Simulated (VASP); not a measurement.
Write the native input for VASP 6.6.1 that does the following.

| Quantity | Value |
| --- | --- |
| Task | relaxation of cell and atoms |
| Functional | PBEsol |
| Potentials or basis | VASP PAW PBE potentials, release 64 (Al, As) |
| Cutoff | 600 eV |
| k mesh | 10 × 10 × 10 |
| Occupations | gaussian, width 0.03 eV |
| Spin | no spin polarisation |
| Further INCAR settings | ALGO = Normal; EDIFF = 1e-06; IBRION = 2; EDIFFG = -0.01; NSW = 90; ISIF = 3 |

The structure of AlAs lies in POSCAR:

```
AlAs
1.0
    0.0000000000      2.8304000000      2.8304000000
    2.8304000000      0.0000000000      2.8304000000
    2.8304000000      2.8304000000      0.0000000000
Al As
1 1
Direct
    0.0000000000      0.0000000000      0.0000000000
    0.2500000000      0.2500000000      0.2500000000
```

The cell was built by a generator and needn't be a form met in nature.

One way to write it, as run:

INCAR

```
PREC = Accurate
ENCUT = 600
EDIFF = 1E-6
ISMEAR = 0
SIGMA = 0.03
LREAL = False
LASPH = True
NELM = 80
ALGO = Normal
ISIF = 3
LWAVE = False
LCHARG = False
GGA = PS
IBRION = 2
NSW = 90
EDIFFG = -0.01
```

KPOINTS

```
Automatic mesh
0
Gamma
  10 10 10
```

Potentials or basis: VASP PAW PBE potentials, release 64 (Al, As).

Run with:

```bash
$ cat potpaw_PBE.64/Al/POTCAR potpaw_PBE.64/As/POTCAR > POTCAR
$ mpirun -np 1 vasp_std > vasp.out
```

Results of the run:

```yaml
Relaxed_volume: 22.93 Å³/atom
Relaxed_cell: a = 4.018 Å, b = 4.018 Å, c = 4.018 Å, α = 60.00°, β = 60.00°, γ = 60.00°
Space_group_after_relaxing_to_0.05_Å: F-43m (No. 216)
Energy_gained_by_relaxing: 0.6 meV/atom
Ionic_steps: 3
Pressure_after_relaxing: 0.0 GPa
Band_gap_on_the_k_mesh: 1.34 eV, indirect (least direct gap 1.89 eV)
```

Caveat: the PAW data sets were made with another functional, which shifts forces and pressure a little.

Run time: 27 s on 1 thread of Intel(R) Xeon(R) Platinum 8259CL CPU @ 2.50GHz (Skylake/Cascade Lake), on a shared host, peak memory 0.2 GiB.
